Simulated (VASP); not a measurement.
A run of VASP 6.6.1:

INCAR

```
SYSTEM = MnO
PREC     = Accurate       ! precision mode
ENCUT    = 520            ! plane-wave cutoff, eV
EDIFF    = 1E-7           ! SCF threshold, eV
ISMEAR   = 0              ! smearing method
SIGMA    = 0.1            ! smearing width, eV
LREAL    = .False.        ! projectors in reciprocal space
LASPH    = .True.         ! aspherical terms in the spheres
NELM     = 150            ! most SCF steps
ALGO     = Fast           ! electronic algorithm
ISIF     = 2              ! what is computed and relaxed
LWAVE    = .False.        ! write WAVECAR
LCHARG   = .False.        ! write CHGCAR
ISPIN    = 2              ! spin polarisation
MAGMOM   = 4.35 4.35 0.25 0.25 ! initial moments
LORBIT   = 11             ! projections on sites
LMAXMIX  = 4              ! l up to which the mixer works
GGA      = PE             ! functional
IVDW     = 12             ! dispersion correction
NBANDS   = 31             ! bands
```

KPOINTS

```
Automatic mesh
0
Gamma
  12 12 8
  0 0 0
```

Contents of POSCAR:

```
MnO
1.0
    3.4086856290      0.0000000000      0.0000000000
   -1.7043428145      2.9520083482      0.0000000000
    0.0000000000      0.0000000000      5.3558971477
Mn O
2 2
Direct
    0.3333333333      0.6666666667     -0.0007226728
    0.6666666667      0.3333333333      0.4992773272
    0.3333333333      0.6666666667      0.3871526728
    0.6666666667      0.3333333333      0.8871526728
```

Potentials or basis: VASP PAW PBE potentials, release 64 (Mn_pv, O).

The run is started by

```console
$ cat potpaw_PBE.64/Mn_pv/POTCAR potpaw_PBE.64/O/POTCAR > POTCAR
$ mpirun -np 1 vasp_std > vasp.out
```

Hardware: 1 thread of Intel(R) Xeon(R) Platinum 8259CL CPU @ 2.50GHz (Skylake/Cascade Lake), with other jobs on the host.

**Question.** How long does it take, and how much memory?

**Answer.** It took 5.6 min on 1 thread of Intel(R) Xeon(R) Platinum 8259CL CPU @ 2.50GHz (Skylake/Cascade Lake) (shared host), peak memory 0.36 GiB. Counts: scf iterations 18, k points 95.
